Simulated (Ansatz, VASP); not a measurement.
## Two plane-wave programs on Pd

```
CELL_PARAMETERS angstrom
0.00000 1.97112 1.97112
1.97112 0.00000 1.97112
1.97112 1.97112 0.00000
ATOMIC_POSITIONS crystal
Pd 0.00000 0.00000 0.00000
```

Alike in both runs: functional PBE; k mesh 18 × 18 × 18; occupations gaussian, width 0.1 eV; no spin polarisation.

Ansatz relaxed the structure, and its values are those at the end. VASP's run is a single point on that final structure, the one shown.

```csv
,VASP,Ansatz
version,VASP 6.6.1,Ansatz 0.2.0
potentials or method,"VASP PAW PBE potentials, release 64 (Pd)","scalar-relativistic, plane waves, PAW"
plane-wave cutoff (eV),520,420
valence electrons in the cell,10,18
```

|  | VASP | Ansatz | Ansatz less VASP |
| --- | --- | --- | --- |
| gap on the k mesh at the Fermi level (eV) | none | none | - |
| pressure (GPa) | -0.3 | 0.0 | +0.29 |

A gap of «none» marks a metal or a gap that the smearing closes. With one functional, cell and mesh, what is left measures potentials, basis and numerics. The two sets of potentials don't hold the same shells in valence.
